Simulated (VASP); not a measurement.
# GaP (F-43m) in VASP: further runs, part 2 of 2

VASP 6.6.1. Earlier steps stand in the parts before.

## Step 3: Single point, PBE (atoms moved at random, drawn with an rms of 0.05 Å)

The input, INCAR:

```
PREC     = Accurate       # precision mode
ENCUT    = 520            # plane-wave cutoff, eV
EDIFF    = 1E-7           # SCF threshold, eV
ISMEAR   = -1             # smearing method
SIGMA    = 0.05           # smearing width, eV
LREAL    = False          # projectors in reciprocal space
LASPH    = True           # aspherical terms in the spheres
NELM     = 80             # most SCF steps
ALGO     = Normal         # electronic algorithm
ISIF     = 2              # what is computed and relaxed
LWAVE    = False          # write WAVECAR
LCHARG   = False          # write CHGCAR
GGA      = PE             # functional
NBANDS   = 16             # bands
```

The input, KPOINTS:

```
regular mesh
0
Gamma
  8 8 8
```

The input, POSCAR:

```
GaP
1.0
    0.0000000000      2.7252500000      2.7252500000
    2.7252500000      0.0000000000      2.7252500000
    2.7252500000      2.7252500000      0.0000000000
Ga P
1 1
Direct
   -0.0013860000     -0.0157230000      0.0174070000
    0.7476240000      0.7471280000      0.7528140000
```

Potentials or basis: VASP PAW PBE potentials, release 64 (Ga_d, P).

Launch:

```console
$ cat potpaw_PBE.64/Ga_d/POTCAR potpaw_PBE.64/P/POTCAR > POTCAR
$ mpirun -np 1 vasp_std > vasp.out
```

OUTCAR:

```text
PREC = Accurate
   ENCUT = 520
   EDIFF = 1E-7
   ISMEAR = -1
   LREAL = False
   LASPH = True
   NELM = 80
   ISIF = 2
   GGA = PE

 ion  position               nearest neighbor table
   1  0.999  0.984  0.017-   2 2.31   2 2.36   2 2.37   2 2.40
   2  0.748  0.747  0.753-   1 2.31   1 2.36   1 2.37   1 2.40

  LATTYP: Found a face centered cubic cell.
 ALAT       =     5.4505000000

  Lattice vectors:

 A1 = (   0.0000000000,   2.7252500000,   2.7252500000)
 A2 = (   2.7252500000,   0.0000000000,   2.7252500000)
 A3 = (   2.7252500000,   2.7252500000,   0.0000000000)

Analysis of symmetry for initial positions (statically):
=====================================================================
 Subroutine PRICEL returns:
 Original cell was already a primitive cell.

 Routine SETGRP: Setting up the symmetry group for a
 face centered cubic supercell.

 Subroutine GETGRP returns: Found  1 space group operations
 (whereof  1 operations were pure point group operations)
 out of a pool of 48 trial point group operations.

The static configuration has the point symmetry C_1 .
[... 181 lines left out ...]
  ext. energy  EPLUGINS =         0.00000000
  ---------------------------------------------------
  free energy    TOTEN  =        -9.10153505 eV

  energy without entropy =       -9.10153504  energy(sigma->0) =       -9.10153504

 E-fermi :   5.4789     XC(G=0):  -9.8330

 val. band max:        4.8006162906   @ k =   0.0000   0.0000   0.0000
 cond. band min:       6.2464755741   @ k =   0.0000   0.5000   0.0000
 fundamental gap:      1.4458592835
 Fermi energy:         5.4788967887

 k-point     1 :       0.0000    0.0000    0.0000
  band No.  band energies     occupation
      1      -9.9148      2.00000
      2      -9.9041      2.00000
      3      -9.8993      2.00000
      4      -9.8054      2.00000
      5      -9.8052      2.00000
      6      -7.8390      2.00000
[... 737 lines left out ...]
      3      -9.8740      2.00000
      4      -9.8111      2.00000
      5      -9.7960      2.00000
      6      -6.3858      2.00000
[... 8 lines left out ...]
     15      15.5087      0.00000
     16      15.6328      0.00000

 [... further k-points ...]
[... 5 lines left out ...]
  --------------------------------------------------------------------------------------
  -------------------------------------------------------------------------------------
  Total        0.6629676      0.6427463      0.6512771      0.2564064     -0.0681385     -0.3339223
  in kB       26.2393972     25.4390639     25.7767031     10.1482342     -2.6968334    -13.2162125
  external PRESSURE =      25.8183881 kB  Pullay stress =       0.0000000 kB

 VOLUME and BASIS-vectors are now :
 -----------------------------------------------------------------------------
  energy-cutoff  :      520.00
  volume of cell :       40.48
      direct lattice vectors                 reciprocal lattice vectors
     0.000000000  2.725250000  2.725250000    -0.183469406  0.183469406  0.183469406
     2.725250000  0.000000000  2.725250000     0.183469406 -0.183469406  0.183469406
     2.725250000  2.725250000  0.000000000     0.183469406  0.183469406 -0.183469406

 POSITION                                       TOTAL-FORCE (eV/Angst)
 -----------------------------------------------------------------------------------
      2.72984      2.76891      5.40387        -0.089555     -0.430356      0.330731
      4.08772      4.08907      4.07357         0.089555      0.430356     -0.330731
 -----------------------------------------------------------------------------------
    total drift:                                0.000218     -0.000100     -0.000106

  FREE ENERGIE OF THE ION-ELECTRON SYSTEM (eV)
  ---------------------------------------------------
  free  energy   TOTEN  =        -9.1015350489 eV

  energy  without entropy=       -9.1015350399  energy(sigma->0) =       -9.10153504
```

stdout:

```text
POSCAR found type information on POSCAR GaP
 POSCAR found :  2 types and       2 ions
 scaLAPACK will be used
 LDA part: xc-table for (Slater+PW92), standard interpolation
 POSCAR, INCAR and KPOINTS ok, starting setup
 FFT: planning ... GRIDC
 FFT: planning ... GRID_SOFT
 FFT: planning ... GRID
 WAVECAR not read
 entering main loop
```

Wall time 2.4 min (1 thread of Intel Xeon 6975P-C (Granite Rapids), shared host); peak memory 0.27 GiB.

What came out:

| Property | Result |
| --- | --- |
| Free energy | -9.1015 eV |
| Pressure | 2.6 GPa |
| Largest force | 0.550 eV/Å |
| Band gap on the k mesh | 1.45 eV, indirect (least direct gap 1.68 eV) |

Forces in eV/Å, atoms in the order of the input:
```
Ga  -0.090 -0.430  0.331
P    0.090  0.430 -0.331
```

A k mesh can miss the band edges.

## Step 4: Single point, PBEsol

The input, INCAR:

```
SYSTEM = GaP
PREC     = Accurate       ! precision mode
ENCUT    = 520            ! plane-wave cutoff, eV
EDIFF    = 1E-7           ! SCF threshold, eV
ISMEAR   = -1             ! smearing method
SIGMA    = 0.05           ! smearing width, eV
LREAL    = .FALSE.        ! projectors in reciprocal space
LASPH    = .TRUE.         ! aspherical terms in the spheres
NELM     = 60             ! most SCF steps
ALGO     = Normal         ! electronic algorithm
ISIF     = 2              ! what is computed and relaxed
LWAVE    = .FALSE.        ! write WAVECAR
LCHARG   = .FALSE.        ! write CHGCAR
GGA      = PS             ! functional
NBANDS   = 16             ! bands
```

The input, KPOINTS:

```
regular mesh
0
G
  8 8 8
  0 0 0
```

The input, POSCAR:

```
GaP
1.0
    0.0000000000      2.7252500000      2.7252500000
    2.7252500000      0.0000000000      2.7252500000
    2.7252500000      2.7252500000      0.0000000000
Ga P
1 1
Direct
    0.0000000000      0.0000000000      0.0000000000
    0.7500000000      0.7500000000      0.7500000000
```

Launch:

```console
$ cat potpaw_PBE.64/Ga_d/POTCAR potpaw_PBE.64/P/POTCAR > POTCAR
$ mpirun -np 1 vasp_std > vasp.out
```

Wall time 39 s (1 thread of Intel Xeon Platinum 8375C at 2.90GHz (Ice Lake), shared host); peak memory 0.17 GiB.

Results (log left out):

```
Free energy            : -9.9206 eV
Pressure               : -0.6 GPa
Band gap on the k mesh : 1.52 eV, indirect (least direct gap 1.75 eV)
```

Levels at points of the mesh, in eV from the valence-band top:
| k point | band 7 | band 8 | band 9 | band 10 | band 11 | band 12 |
| --- | --- | --- | --- | --- | --- | --- |
| (0.00, 0.00, 0.00) | 0.00 | 0.00 | 0.00 | 1.75 | 3.83 | 3.83 |
| (0.50, 0.00, 0.00) | -6.70 | -1.13 | -1.13 | 1.59 | 4.65 | 4.65 |
| (0.50, 0.50, 0.00) | -6.81 | -2.71 | -2.71 | 1.52 | 1.72 | 10.55 |

Caveat: the PAW data sets were made with another functional, which shifts forces and pressure a little.

## Step 5: Overview

| level | cell | ladder | gap on the mesh (eV) | pressure (GPa) |
| --- | --- | --- | --- | --- |
| PBE | as given | - | 1.64 | 2.5 |
| PBE | atoms moved at random, drawn with an rms of 0.05 Å | - | 1.45 | 2.6 |
| PBEsol | as given | free | 1.52 | -0.6 |

Alike in all rows: task single point; potentials or basis VASP PAW PBE potentials, release 64 (Ga_d, P); no spin polarisation; k mesh 8 × 8 × 8; cutoff (eV) 520; smearing fermi-dirac 0.05 eV.

Caveats: the PAW data sets were made with another functional, which shifts forces and pressure a little (some runs).

Absolute energies hang on the potentials; compare differences alone.

## Step 6: How close it comes

Step 2. Measured gap of GaP: 2.34 eV (indirect; 10 K; quoted in “Stacking defects in GaP nanowires: Electronic structure and optical properties”, 2018, arxiv:1810.01194). This calculation gives 1.64 eV (-0.70 eV). Spin-orbit coupling on Ga is left out. The value is that of PBE on a finite k mesh, which can miss the band edges, without temperature or zero-point motion. Semilocal functionals fall short of measured gaps as a rule.

Step 4. Measured gap of GaP: 2.34 eV (indirect; 10 K; quoted in “Stacking defects in GaP nanowires: Electronic structure and optical properties”, 2018, arxiv:1810.01194). This calculation gives 1.52 eV (-0.82 eV). Spin-orbit coupling on Ga is left out. The value is that of PBEsol on a finite k mesh, which can miss the band edges, without temperature or zero-point motion. Semilocal functionals fall short of measured gaps as a rule.
